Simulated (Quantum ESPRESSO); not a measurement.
# Cr (Cmcm) in Quantum ESPRESSO: a series of runs, part 2 of 2

Quantum ESPRESSO 7.5.

## 3. Band structure, PBEsol, non-collinear spin, ferromagnetic start, spin-orbit coupling

pw.in reads:

```
&CONTROL
  calculation = 'scf'
  prefix = 'pwscf'
  outdir = './tmp'
  pseudo_dir = './pseudo'
  tprnfor = .true.
  tstress = .true.
  disk_io = 'low'
/
&SYSTEM
  ibrav = 0
  celldm(1) = 8
  nat = 2
  ntyp = 1
  ecutwfc = 94
  nbnd = 48
  occupations = 'smearing'
  smearing = 'fd'
  degauss = 0.00367493
  noncolin = .true.
  lspinorb = .true.
  starting_magnetization(1) = 0.2143
  angle1(1) = 90
  angle2(1) = 0
/
&ELECTRONS
  conv_thr = 4d-10
  electron_maxstep = 120
  mixing_beta = 0.3
/
ATOMIC_SPECIES
Cr    51.9961 Cr.upf
CELL_PARAMETERS alat
  0.2709514131955  -0.5827502274215   0.0000000000000
  0.2709514131955   0.5827502274215   0.0000000000000
  0.0000000000000   0.0000000000000   0.9600542729969
ATOMIC_POSITIONS crystal
Cr     0.8705325800    0.1294674200    0.7500000000
Cr     0.1294674200    0.8705325800    0.2500000000
K_POINTS automatic
9 9 5 0 0 0
```

pp_density.in reads:

```
&INPUTPP
  prefix = 'pwscf'
  outdir = './tmp'
  filplot = 'density.dat'
  plot_num = 0
/
&PLOT
  nfile = 1
  filepp(1) = 'density.dat'
  iflag = 3
  output_format = 6
  fileout = 'density.cube'
/
```

pp_potential.in reads:

```
&INPUTPP
  prefix = 'pwscf'
  outdir = './tmp'
  filplot = 'potential.dat'
  plot_num = 11
/
&PLOT
  nfile = 1
  filepp(1) = 'potential.dat'
  iflag = 3
  output_format = 6
  fileout = 'potential.cube'
/
```

bands.in reads:

```
&CONTROL
  calculation = 'bands'
  prefix = 'pwscf'
  outdir = './tmp'
  pseudo_dir = './pseudo'
  disk_io = 'low'
  verbosity = 'high'
/
&SYSTEM
  ibrav = 0
  celldm(1) = 8
  nat = 2
  ntyp = 1
  ecutwfc = 94
  nbnd = 48
  occupations = 'smearing'
  smearing = 'fd'
  degauss = 0.00367493
  noncolin = .true.
  lspinorb = .true.
  starting_magnetization(1) = 0.2143
  angle1(1) = 90
  angle2(1) = 0
/
&ELECTRONS
  conv_thr = 1d-08
  electron_maxstep = 120
  mixing_beta = 0.3
  diago_full_acc = .true.
  startingwfc = 'random'
/
ATOMIC_SPECIES
Cr    51.9961 Cr.upf
CELL_PARAMETERS alat
  0.2709514131955  -0.5827502274215   0.0000000000000
  0.2709514131955   0.5827502274215   0.0000000000000
  0.0000000000000   0.0000000000000   0.9600542729969
ATOMIC_POSITIONS crystal
Cr     0.8705325800    0.1294674200    0.7500000000
Cr     0.1294674200    0.8705325800    0.2500000000
K_POINTS crystal
60
 0.0000000000  0.0000000000  0.0000000000 1
 0.0434350431  0.0434350431  0.0000000000 1
 0.0868700862  0.0868700862  0.0000000000 1
 0.1303051293  0.1303051293  0.0000000000 1
 0.1737401725  0.1737401725  0.0000000000 1
 0.2171752156  0.2171752156  0.0000000000 1
 0.2606102587  0.2606102587  0.0000000000 1
 0.3040453018  0.3040453018  0.0000000000 1
 0.1520226509  0.4020226509  0.0000000000 1
 0.0000000000  0.5000000000  0.0000000000 1
 0.0000000000  0.5000000000  0.1666666667 1
 0.0000000000  0.5000000000  0.3333333333 1
 0.0000000000  0.5000000000  0.5000000000 1
 0.1013484339  0.4346817673  0.5000000000 1
 0.2026968679  0.3693635345  0.5000000000 1
 0.3040453018  0.3040453018  0.5000000000 1
 0.2660396391  0.2660396391  0.5000000000 1
 0.2280339763  0.2280339763  0.5000000000 1
 0.1900283136  0.1900283136  0.5000000000 1
 0.1520226509  0.1520226509  0.5000000000 1
 0.1140169882  0.1140169882  0.5000000000 1
 0.0760113254  0.0760113254  0.5000000000 1
 0.0380056627  0.0380056627  0.5000000000 1
 0.0000000000  0.0000000000  0.5000000000 1
 0.0000000000  0.0000000000  0.3333333333 1
 0.0000000000  0.0000000000  0.1666666667 1
 0.0000000000  0.0000000000  0.0000000000 1
-0.0833333333  0.0833333333  0.0000000000 1
-0.1666666667  0.1666666667  0.0000000000 1
-0.2500000000  0.2500000000  0.0000000000 1
-0.3333333333  0.3333333333  0.0000000000 1
-0.4166666667  0.4166666667  0.0000000000 1
-0.5000000000  0.5000000000  0.0000000000 1
-0.4608090604  0.5391909396  0.0000000000 1
-0.4216181207  0.5783818793  0.0000000000 1
-0.3824271811  0.6175728189  0.0000000000 1
-0.3432362414  0.6567637586  0.0000000000 1
-0.3040453018  0.6959546982  0.0000000000 1
-0.3040453018  0.6959546982  0.1250000000 1
-0.3040453018  0.6959546982  0.2500000000 1
-0.3040453018  0.6959546982  0.3750000000 1
-0.3040453018  0.6959546982  0.5000000000 1
-0.3367044182  0.6632955818  0.5000000000 1
-0.3693635345  0.6306364655  0.5000000000 1
-0.4020226509  0.5979773491  0.5000000000 1
-0.4346817673  0.5653182327  0.5000000000 1
-0.4673408836  0.5326591164  0.5000000000 1
-0.5000000000  0.5000000000  0.5000000000 1
-0.5000000000  0.5000000000  0.3750000000 1
-0.5000000000  0.5000000000  0.2500000000 1
-0.5000000000  0.5000000000  0.1250000000 1
-0.5000000000  0.5000000000  0.0000000000 1
 0.0000000000  0.0000000000  0.5000000000 1
-0.0714285714  0.0714285714  0.5000000000 1
-0.1428571429  0.1428571429  0.5000000000 1
-0.2142857143  0.2142857143  0.5000000000 1
-0.2857142857  0.2857142857  0.5000000000 1
-0.3571428571  0.3571428571  0.5000000000 1
-0.4285714286  0.4285714286  0.5000000000 1
-0.5000000000  0.5000000000  0.5000000000 1
```

Potentials or basis: PseudoDojo 0.4 FR PBEsol standard.

The run is started by

```bash
$ OMP_NUM_THREADS=1 mpirun -n 2 pw.x -nk 2 -in pw.in > pw.out
$ OMP_NUM_THREADS=1 mpirun -n 1 pp.x -in pp_density.in > pp_density.out
$ OMP_NUM_THREADS=1 mpirun -n 1 pp.x -in pp_potential.in > pp_potential.out
$ OMP_NUM_THREADS=1 mpirun -n 2 pw.x -nk 2 -in bands.in > bands.out
```

Wall time 5.1 min (2 MPI ranks of Arm Neoverse V1, shared host); peak memory 0.46 GiB.

The run converged. Its results:

| Item | Value |
| --- | --- |
| Free energy | -4837.0832 eV |
| Pressure | -0.8 GPa |
| Largest force | 0.204 eV/Å |
| Band gap on the k mesh | none (metal or under the smearing width) |
| Net moment | 0.00 μB per cell |
| Absolute moment | 0.00 μB per cell |

Forces in eV/Å, atoms in the order of the input:
```
Cr   0.000  0.204  0.000
Cr   0.000 -0.204  0.000
```

Stress tensor (GPa, compression positive):
```
-2.34  0.00  0.00
 0.00 -3.82  0.00
 0.00  0.00  3.61
```

Levels at the corners of the path, in eV from the Fermi level:
```
point  band 25  band 26  band 27  band 28  band 29  band 30  band 31  band 32
    Γ    -0.85    -0.85     0.19     0.19     0.95     0.95     1.05     1.05
    X    -1.48    -1.48    -0.24    -0.24     0.33     0.33     1.45     1.45
    S    -0.31    -0.31     0.06     0.06     0.27     0.27     1.91     1.91
    R     0.11     0.11     0.11     0.11     1.37     1.37     1.37     1.37
    A    -1.49    -1.49    -1.48    -1.48     0.95     0.95     0.99     0.99
    Z    -1.19    -1.19    -1.19    -1.19     0.58     0.58     0.58     0.58
    Γ    -0.85    -0.85     0.19     0.19     0.95     0.95     1.05     1.05
    Y    -1.96    -1.96    -1.40    -1.40     0.56     0.56     2.13     2.13
   X1    -1.48    -1.48    -0.24    -0.24     0.33     0.33     1.45     1.45
   A1    -1.49    -1.49    -1.48    -1.48     0.95     0.95     0.99     0.99
    T     0.25     0.25     0.25     0.25     1.57     1.57     1.57     1.57
    Y    -1.96    -1.96    -1.40    -1.40     0.56     0.56     2.13     2.13
    Z    -1.19    -1.19    -1.19    -1.19     0.58     0.58     0.58     0.58
    T     0.25     0.25     0.25     0.25     1.57     1.57     1.57     1.57
```

Moments on the atoms (μB; x, y, z):
```
Cr  0.00 0.00 0.00
Cr  0.00 0.00 0.00
```

Caveat: the k mesh is coarse; the starting moments collapsed, and a magnetic state may lie lower; non-collinear GGA energies in this program can be off by tens of meV an atom and hang on the start.
